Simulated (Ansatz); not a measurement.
## Ga (fcc)

Method: r²SCAN, scalar-relativistic; no spin polarisation; PAW, 500 eV, 18×18×18 k-mesh, Gaussian smearing of 0.05 eV; code Ansatz; PAW files: Ansatz's generated set soft_2.

```cif
data_structure
_symmetry_space_group_name_H-M 'P 1'
_symmetry_Int_Tables_number 1
_cell_length_a 2.9367
_cell_length_b 2.9367
_cell_length_c 2.9367
_cell_angle_alpha 60.000
_cell_angle_beta 60.000
_cell_angle_gamma 60.000
_cell_volume 17.91
loop_
_atom_site_label
_atom_site_type_symbol
_atom_site_fract_x
_atom_site_fract_y
_atom_site_fract_z
_atom_site_occupancy
Ga1 Ga 0.00000 0.00000 0.00000 1
```

At room temperature and ambient pressure Ga takes another structure.

Question: Which orbitals carry the states at the Fermi level, and how many states are there?

Answer: Within 0.1 eV of it: Ga 4p 68 %, Ga 4s 32 % (shares among the projected shells). The density of states at the Fermi level is about 0.37 states/eV per cell, averaged over 0.3 eV.

Density of states (tetrahedra, averaged over 0.3 eV; states/eV per cell of 1 atom; energy in eV from the Fermi level):

| E (eV) | DOS |
| --- | --- |
| -7.60 | 0.23 |
| -7.30 | 0.23 |
| -7.00 | 0.24 |
| -6.70 | 0.25 |
| -6.40 | 0.26 |
| -6.10 | 0.27 |
| -5.80 | 0.28 |
| -5.50 | 0.30 |
| -5.20 | 0.31 |
| -4.90 | 0.29 |
| -4.60 | 0.27 |
| -4.30 | 0.29 |
| -4.00 | 0.30 |
| -3.70 | 0.31 |
| -3.40 | 0.32 |
| -3.10 | 0.33 |
| -2.80 | 0.32 |
| -2.50 | 0.31 |
| -2.20 | 0.29 |
| -1.90 | 0.32 |
| -1.60 | 0.40 |
| -1.30 | 0.39 |
| -1.00 | 0.37 |
| -0.70 | 0.35 |
| -0.40 | 0.31 |
| -0.10 | 0.35 |
| 0.20 | 0.40 |
| 0.50 | 0.39 |
| 0.80 | 0.39 |
| 1.10 | 0.39 |
| 1.40 | 0.39 |
| 1.70 | 0.39 |
| 2.00 | 0.41 |
| 2.30 | 0.41 |
| 2.60 | 0.42 |
| 2.90 | 0.43 |
| 3.20 | 0.44 |
| 3.50 | 0.45 |
| 3.80 | 0.45 |
| 4.10 | 0.46 |
| 4.40 | 0.48 |
| 4.70 | 0.49 |
| 5.00 | 0.52 |
| 5.30 | 0.56 |
| 5.60 | 0.55 |
| 5.90 | 0.54 |

With 13 valence electrons in the calculation's cell and no magnetic order, the bands, two electrons each, can't all be full or empty: band theory demands a metal.
